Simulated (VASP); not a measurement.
A run of VASP 6.6.1:

The input INCAR:

```
SYSTEM = SnSe
PREC = Accurate
ENCUT = 520
EDIFF = 1E-7
ISMEAR = 0
SIGMA = 0.02
LREAL = .False.
LASPH = .True.
NELM = 60
ALGO = Fast
ISIF = 2
LWAVE = .False.
LCHARG = .False.
GGA = PS
NBANDS = 17
```

File KPOINTS:

```
Automatic mesh
0
Gamma
  10 10 10
  0 0 0
```

Contents of POSCAR:

```
SnSe
1.0
    0.0000000000      2.9749674718      2.9749674718
    2.9749674718      0.0000000000      2.9749674718
    2.9749674718      2.9749674718      0.0000000000
Sn Se
1 1
Direct
    0.0000000000      0.0000000000      0.0000000000
    0.5000000000      0.5000000000      0.5000000000
```

Potentials or basis: VASP PAW PBE potentials, release 64 (Sn_d, Se).

Launch:

```bash
$ cat potpaw_PBE.64/Sn_d/POTCAR potpaw_PBE.64/Se/POTCAR > POTCAR
$ mpirun -np 1 vasp_std > vasp.out
```

Hardware: 1 thread of Intel(R) Xeon(R) 6975P-C (Granite Rapids) (shared host).

Q: Estimate the wall time of this run.

A: It took 16 s on 1 thread of Intel(R) Xeon(R) 6975P-C (Granite Rapids), with other jobs on the host, peak memory 0.19 GiB. Counts: scf iterations 15, k points 47.
